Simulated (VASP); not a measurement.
# GaCo (Pm-3m) in VASP: further runs

One crystal, GaCo, is run at these levels: PBE; tasks: single point, relaxation of cell and atoms.

All numbers are computed with VASP 6.6.1; they aren't measurements. Logs are shortened: lines on timing, memory, paths and dates and some standing lists are left out, and cuts for length are marked.

### Step 1. The crystal as given

Symmetry: Pm-3m, No. 221, cubic system. The conventional cell has a = 2.847 Å, b = 2.847 Å, c = 2.847 Å, α = 90.00°, β = 90.00°, γ = 90.00°. Ga (site symmetry m-3m) has 8 Co at 2.47 Å as nearest neighbours. Around Co (site symmetry m-3m) lie 8 Ga at 2.47 Å.

The cell comes from a database or a generator and needn't be the stable form of this composition.

### Step 2. Single point, PBE, collinear spin, typed start

Contents of INCAR:

```
SYSTEM = GaCo
PREC     = Accurate       ! precision mode
ENCUT    = 520            ! plane-wave cutoff, eV
EDIFF    = 1E-6           ! SCF threshold, eV
ISMEAR   = 0              ! smearing method
SIGMA    = 0.1            ! smearing width, eV
LREAL    = .False.        ! projectors in reciprocal space
LASPH    = .True.         ! aspherical terms in the spheres
NELM     = 150            ! most SCF steps
ALGO     = Normal         ! electronic algorithm
ISIF     = 2              ! what is computed and relaxed
LWAVE    = .False.        ! write WAVECAR
LCHARG   = .True.         ! write CHGCAR
ISPIN    = 2              ! spin polarisation
MAGMOM   = 0 3            ! initial moments
LORBIT   = 11             ! projections on sites
LMAXMIX  = 4              ! l up to which the mixer works
GGA      = PE             ! functional
LELF     = .True.         ! ELF
LVHAR    = .True.       
NBANDS   = 22             ! bands
```

Contents of KPOINTS:

```
regular mesh
0
Gamma
  6 6 6
  0 0 0
```

Contents of POSCAR:

```
GaCo
1.0
    2.8472290000      0.0000000000      0.0000000000
    0.0000000000      2.8472290000      0.0000000000
    0.0000000000      0.0000000000      2.8472290000
Ga Co
1 1
Direct
    0.5000000000      0.5000000000      0.5000000000
    0.0000000000      0.0000000000      0.0000000000
```

Potentials or basis: VASP PAW PBE potentials, release 64 (Ga_d, Co).

On the command line:

```sh
$ cat potpaw_PBE.64/Ga_d/POTCAR potpaw_PBE.64/Co/POTCAR > POTCAR
$ mpirun -np 1 vasp_std > vasp.out
```

OUTCAR:

```text
SYSTEM = GaCo
   PREC = Accurate
   ENCUT = 520
   EDIFF = 1E-6
   ISMEAR = 0
   LREAL = .False.
   LASPH = .True.
   NELM = 150
   ISIF = 2
   ISPIN = 2
   LORBIT = 11
   GGA = PE

 ion  position               nearest neighbor table
   1  0.500  0.500  0.500-   2 2.47   2 2.47   2 2.47   2 2.47   2 2.47   2 2.47   2 2.47   2 2.47

   2  0.000  0.000  0.000-   1 2.47   1 2.47   1 2.47   1 2.47   1 2.47   1 2.47   1 2.47   1 2.47

  LATTYP: Found a simple cubic cell.
 ALAT       =     2.8472290000

  Lattice vectors:

 A1 = (   2.8472290000,   0.0000000000,   0.0000000000)
 A2 = (   0.0000000000,   2.8472290000,   0.0000000000)
 A3 = (   0.0000000000,   0.0000000000,   2.8472290000)

Analysis of symmetry for initial positions (statically):
=====================================================================
 Subroutine PRICEL returns:
 Original cell was already a primitive cell.

 Routine SETGRP: Setting up the symmetry group for a
 simple cubic supercell.

 Subroutine GETGRP returns: Found 48 space group operations
 (whereof 48 operations were pure point group operations)
 out of a pool of 48 trial point group operations.

The static configuration has the point symmetry O_h .

Analysis of symmetry for dynamics (positions and initial velocities):
=====================================================================
 Subroutine PRICEL returns:
 Original cell was already a primitive cell.

 Routine SETGRP: Setting up the symmetry group for a
 simple cubic supercell.

 Subroutine GETGRP returns: Found 48 space group operations
 (whereof 48 operations were pure point group operations)
 out of a pool of 48 trial point group operations.

The dynamic configuration has the point symmetry O_h .

Analysis of structural, dynamic, and magnetic symmetry:
=====================================================================
 Subroutine PRICEL returns:
 Original cell was already a primitive cell.

 Routine SETGRP: Setting up the symmetry group for a
 simple cubic supercell.

 Subroutine GETGRP returns: Found 48 space group operations
 (whereof 48 operations were pure point group operations)
 out of a pool of 48 trial point group operations.

The overall configuration has the point symmetry O_h .

 Subroutine INISYM returns: Found 48 space group operations
 (whereof 48 operations are pure point group operations),
 and found     1 'primitive' translations

----------------------------------------------------------------------------------------

                                     Primitive cell

  volume of cell :      23.0817

  direct lattice vectors                    reciprocal lattice vectors
     2.847229000  0.000000000  0.000000000     0.351218676  0.000000000  0.000000000
     0.000000000  2.847229000  0.000000000     0.000000000  0.351218676  0.000000000
     0.000000000  0.000000000  2.847229000     0.000000000  0.000000000  0.351218676

  length of vectors
     2.847229000  2.847229000  2.847229000     0.351218676  0.351218676  0.351218676

  position of ions in fractional coordinates (direct lattice)
     0.500000000  0.500000000  0.500000000
     0.000000000  0.000000000  0.000000000

  ion indices of the primitive-cell ions
   primitive index   ion index
                 1           1
                 2           2

----------------------------------------------------------------------------------------

 KPOINTS: regular mesh

Automatic generation of k-mesh.
 Grid dimensions read from file:
 generate k-points for:    6    6    6

 Generating k-lattice:

  Cartesian coordinates                     Fractional coordinates (reciprocal lattice)
     0.058536446  0.000000000  0.000000000     0.166666667  0.000000000  0.000000000
     0.000000000  0.058536446  0.000000000     0.000000000  0.166666667  0.000000000
     0.000000000  0.000000000  0.058536446     0.000000000  0.000000000  0.166666667

  Length of vectors
     0.058536446  0.058536446  0.058536446

  Shift w.r.t. Gamma in fractional coordinates (k-lattice)
     0.000000000  0.000000000  0.000000000

 Subroutine IBZKPT returns following result:
 ===========================================

 Found     20 irreducible k-points:

 Following reciprocal coordinates:
            Coordinates               Weight
  0.000000  0.000000  0.000000      1.000000
  0.166667  0.000000  0.000000      6.000000
  0.333333  0.000000  0.000000      6.000000
  0.500000  0.000000  0.000000      3.000000
  0.166667  0.166667  0.000000     12.000000
  0.333333  0.166667  0.000000     24.000000
[... 12 lines left out ...]
  0.500000  0.500000  0.333333      6.000000
  0.500000  0.500000  0.500000      1.000000
   k-points           NKPTS =     20   k-points in BZ     NKDIM =     20   number of bands    NBANDS=     22
   number of dos      NEDOS =    301   number of ions     NIONS =      2
   total plane-waves  NPLWV =  13824
   dimension x,y,z NGX =    24 NGY =   24 NGZ =   24
   dimension x,y,z NGXF=    48 NGYF=   48 NGZF=   48
   ions per type =               1   1
   NGX,Y,Z   is equivalent  to a cutoff of  14.01, 14.01, 14.01 a.u.
   NGXF,Y,Z  is equivalent  to a cutoff of  28.03, 28.03, 28.03 a.u.
 SYSTEM =  GaCo
   PREC   = accura    normal or accurate (medium, high low for compatibility)
   ISTART =      0    job   : 0-new  1-cont  2-samecut
   ICHARG =      2    charge: 1-file 2-atom 10-const
   ISPIN  =      2    spin polarized calculation?
   LNONCOLLINEAR =      F non collinear calculations
   LSORBIT =      F    spin-orbit coupling
   LASPH  =      T    aspherical Exc in radial PAW
   ENCUT  =  520.0 eV  38.22 Ry    6.18 a.u.   5.29  5.29  5.29*2*pi/ulx,y,z
   NELM   =    150;   NELMIN=  2; NELMDL= -5     # of ELM steps
   EDIFF  = 0.1E-05   stopping-criterion for ELM
   LREAL  =      F    real-space projection
   EDIFFG = 0.1E-04   stopping-criterion for IOM
   NSW    =      0    number of steps for IOM
   IBRION =     -1    ionic relax: 0-MD 1-quasi-New 2-CG
   NFREE  =      0    steps in history (QN), initial steepest desc. (CG)
   ISIF   =      2    stress and relaxation
   ISYM   =      2    0-nonsym 1-usesym 2-fastsym
   POTIM  = 0.5000    time-step for ionic-motion
   TEBEG  =    0.0;   TEEND  =   0.0 temperature during run
   PSTRESS=    0.0 pullay stress
   NELECT =      22.0000    total number of electrons
   NUPDOWN=      -1.0000    fix difference up-down
   EMIN   =  10.00;   EMAX   =-10.00  energy-range for DOS
   EFERMI =   0.00;   METHOD = LEGACY
   ISMEAR =     0;   SIGMA  =   0.10  broadening in eV -4-tet -1-fermi 0-gaus
   EFERMI_NEDOS =   21; number of points for ismear=-14 and -15
   IALGO  =     38    algorithm
   IMIX   =      4    mixing-type and parameters
     AMIX     =   0.40;   BMIX     =  1.00
     AMIX_MAG =   1.60;   BMIX_MAG =  1.00
  volume/ion in A,a.u.               =      11.54        77.88
  Fermi-wavevector in a.u.,A,eV,Ry     =   1.611115  3.044567 35.316547  2.595693
  Thomas-Fermi vector in A             =   2.706557
   LORBIT       =     11    0 simple, 1 ext, 2 COOP (PROOUT), +10 PAW based schemes
   GGA     = PE    functional components
   LHFCALC =     F    Hartree Fock is set to
   AEXX    =    0.0000 exact exchange contribution
   IVDW    =     0    specifies the selected vdW correction
   LEPSILON=     F    determine dielectric tensor
   LRPA    =     F    only Hartree local field effects (RPA)
 spin polarized calculation
 Gauss-broadening in eV      SIGMA  =   0.10
  energy-cutoff  :      520.00
  volume of cell :       23.08
 maximum number of plane-waves:       632
 NGX is ok and might be reduce to    24
   NGX = 11   NGY = 11   NGZ = 11

 number of electron      22.0000001 magnetization       0.1916060

 Free energy of the ion-electron system (eV)
  ---------------------------------------------------
  ext. energy  EPLUGINS =         0.00000000
  ---------------------------------------------------
  free energy    TOTEN  =       -10.47054693 eV

  energy without entropy =      -10.46276822  energy(sigma->0) =      -10.46665758

 E-fermi :  10.1632     XC(G=0): -13.3778

 val. band max:       10.1546992867   @ k =   0.5000   0.0000   0.0000
 cond. band min:      10.1687950621   @ k =   0.5000   0.5000   0.0000
 fundamental gap:      0.0140957754
 Fermi energy:        10.1631674443

 spin component 1

 k-point     1 :       0.0000    0.0000    0.0000
  band No.  band energies     occupation
      1      -5.0012      1.00000
      2      -5.0012      1.00000
      3      -4.6221      1.00000
      4      -4.6221      1.00000
      5      -4.6221      1.00000
      6      -2.1063      1.00000
[... 14 lines left out ...]
     21      36.2688      0.00000
     22      36.2688      0.00000
[... 451 lines left out ...]
 k-point    20 :       0.5000    0.5000    0.5000
  band No.  band energies     occupation
      1      -4.9055      1.00000
      2      -4.9055      1.00000
      3      -4.9055      1.00000
      4      -4.4445      1.00000
      5      -4.4445      1.00000
      6       5.9393      1.00000
[... 14 lines left out ...]
     21      46.0310      0.00000
     22      46.9748      0.00000
 Fermi energy:        10.1631674443

 spin component 2

 k-point     1 :       0.0000    0.0000    0.0000
  band No.  band energies     occupation
      1      -5.0057      1.00000
      2      -5.0057      1.00000
      3      -4.6265      1.00000
      4      -4.6265      1.00000
      5      -4.6265      1.00000
      6      -2.1264      1.00000
[... 14 lines left out ...]
     21      36.3057      0.00000
     22      36.3057      0.00000
[... 452 lines left out ...]
  band No.  band energies     occupation
      1      -4.9107      1.00000
      2      -4.9107      1.00000
      3      -4.9107      1.00000
      4      -4.4483      1.00000
      5      -4.4483      1.00000
      6       5.9871      1.00000
[... 14 lines left out ...]
     21      46.0033      0.00000
     22      46.9234      0.00000

------------------------ aborting loop because EDIFF is reached ----------------------------------------

  FORCE on cell =-STRESS in cart. coord.  units (eV):
  Direction    XX          YY          ZZ          XY          YZ          ZX
  --------------------------------------------------------------------------------------
  -------------------------------------------------------------------------------------
  Total        1.0535490      1.0535490      1.0535490      0.0000000      0.0000000     -0.0000000
  in kB       73.1304281     73.1304281     73.1304281      0.0000000      0.0000000     -0.0000000
  external PRESSURE =      73.1304281 kB  Pullay stress =       0.0000000 kB

 VOLUME and BASIS-vectors are now :
 -----------------------------------------------------------------------------
  energy-cutoff  :      520.00
  volume of cell :       23.08
      direct lattice vectors                 reciprocal lattice vectors
     2.847229000  0.000000000  0.000000000     0.351218676  0.000000000  0.000000000
     0.000000000  2.847229000  0.000000000     0.000000000  0.351218676  0.000000000
     0.000000000  0.000000000  2.847229000     0.000000000  0.000000000  0.351218676

 POSITION                                       TOTAL-FORCE (eV/Angst)
 -----------------------------------------------------------------------------------
      1.42361      1.42361      1.42361         0.000000      0.000000      0.000000
      0.00000      0.00000      0.00000         0.000000      0.000000      0.000000
 -----------------------------------------------------------------------------------
    total drift:                                0.000000      0.000000     -0.000000

  FREE ENERGIE OF THE ION-ELECTRON SYSTEM (eV)
  ---------------------------------------------------
  free  energy   TOTEN  =       -10.4705469340 eV

  energy  without entropy=      -10.4627682175  energy(sigma->0) =      -10.46665758

 total charge

# of ion       s       p       d       tot
------------------------------------------
    1        0.850   0.923  10.065  11.838
    2        0.400   0.481   7.533   8.414
--------------------------------------------------
tot          1.250   1.404  17.597  20.251

 magnetization (x)

# of ion       s       p       d       tot
------------------------------------------
    1       -0.002  -0.008  -0.005  -0.015
    2        0.001  -0.006   0.224   0.219
--------------------------------------------------
tot         -0.002  -0.014   0.219   0.204
```

It took 18 s on 1 thread of Intel Xeon 6975P-C (Granite Rapids), shared host; peak memory 0.15 GiB.

Results:

```yaml
Free_energy: -10.4705 eV
Pressure: 7.3 GPa
Band_gap_on_the_k_mesh: none (metal or under the smearing width)
Net_moment: 0.19 μB per cell
Site_moments: Ga -0.01; Co +0.22 μB
Valence_electrons_inside_the_program's_atomic_spheres: Ga 11.84; Co 8.41
```

Levels at points of the mesh, in eV from the Fermi level:
Spin up:
```csv
k point,band 9,band 10,band 11,band 12,band 13,band 14
"(0.00, 0.00, 0.00)",-0.78,-0.78,-0.78,5.40,5.40,5.40
"(0.50, 0.00, 0.00)",-1.82,-1.82,-0.77,-0.01,11.02,11.02
"(0.50, 0.50, 0.00)",-2.63,-1.28,-1.28,-0.40,2.43,3.31
"(0.50, 0.50, 0.50)",-0.36,-0.36,0.95,3.99,3.99,3.99
```
Spin down:
| k point | band 8 | band 9 | band 10 | band 11 | band 12 | band 13 | band 14 | band 15 |
| --- | --- | --- | --- | --- | --- | --- | --- | --- |
| (0.00, 0.00, 0.00) | -2.46 | -0.65 | -0.65 | -0.65 | 5.39 | 5.39 | 5.39 | 11.37 |
| (0.50, 0.00, 0.00) | -2.22 | -1.72 | -1.72 | -0.64 | 0.36 | 11.02 | 11.02 | 11.83 |
| (0.50, 0.50, 0.00) | -3.18 | -2.38 | -1.16 | -1.16 | 0.01 | 2.52 | 3.45 | 11.94 |
| (0.50, 0.50, 0.50) | -4.18 | 0.04 | 0.04 | 0.93 | 3.98 | 3.98 | 3.98 | 5.02 |

Caveat: the k mesh is coarse (spacing up to 0.37 Å⁻¹), so the values aren't converged.

### Step 3. Single point, PBE, collinear spin, typed start

This run uses another cell than the first one, of 11.97 Å³/atom, 1.037 times its volume.

Contents of INCAR:

```
ALGO = Normal
EDIFF = 1E-6
ENCUT = 520
GGA = PE
ISIF = 2
ISMEAR = 0
ISPIN = 2
LASPH = True
LCHARG = False
LMAXMIX = 4
LORBIT = 11
LREAL = False
LWAVE = False
MAGMOM = 0 0.31
NBANDS = 22
NELM = 150
PREC = Accurate
SIGMA = 0.1
```

Contents of KPOINTS:

```
k-points
0
Gamma
  6 6 6
```

Contents of POSCAR:

```
GaCo
1.0
    2.8818802562      0.0000000000      0.0000000000
    0.0000000000      2.8818802562      0.0000000000
    0.0000000000      0.0000000000      2.8818802562
Ga Co
1 1
Direct
    0.5000000000      0.5000000000      0.5000000000
    0.0000000000      0.0000000000      0.0000000000
```

Potentials or basis: VASP PAW PBE potentials, release 64 (Ga_d, Co).

On the command line:

```sh
$ cat potpaw_PBE.64/Ga_d/POTCAR potpaw_PBE.64/Co/POTCAR > POTCAR
$ mpirun -np 1 vasp_std > vasp.out
```

Wall time 12 s (1 thread of Intel Xeon 6975P-C (Granite Rapids), shared host); peak memory 0.14 GiB.

It converged, with:

| Property | Result |
| --- | --- |
| Free energy | -10.4908 eV |
| Pressure | 0.4 GPa |
| Band gap on the k mesh | none (metal or under the smearing width) |
| Net moment | 0.24 μB per cell |
| Site moments | Ga -0.02; Co +0.28 μB |
| Valence electrons inside the program's atomic spheres | Ga 11.78; Co 8.34 |

Levels at points of the mesh, in eV from the Fermi level:
Spin up:
```tsv
k point	band 9	band 10	band 11	band 12	band 13	band 14
(0.00, 0.00, 0.00)	-0.72	-0.72	-0.72	5.32	5.32	5.32
(0.50, 0.00, 0.00)	-1.71	-1.71	-0.72	-0.04	10.71	10.71
(0.50, 0.50, 0.00)	-2.51	-1.20	-1.20	-0.41	2.27	3.17
(0.50, 0.50, 0.50)	-0.37	-0.37	0.76	3.96	3.96	3.96
```
Spin down:
```
           k point  band 9  band 10  band 11  band 12  band 13  band 14
(0.00, 0.00, 0.00)   -0.56    -0.56    -0.56     5.29     5.29     5.29
(0.50, 0.00, 0.00)   -1.57    -1.57    -0.55     0.44    10.72    10.72
(0.50, 0.50, 0.00)   -2.19    -1.05    -1.05     0.11     2.39     3.35
(0.50, 0.50, 0.50)    0.15     0.15     0.74     3.95     3.95     3.95
```

Caveat: the k mesh is coarse (spacing up to 0.36 Å⁻¹), so the values aren't converged.

(Part 1 of 2 ends here.)
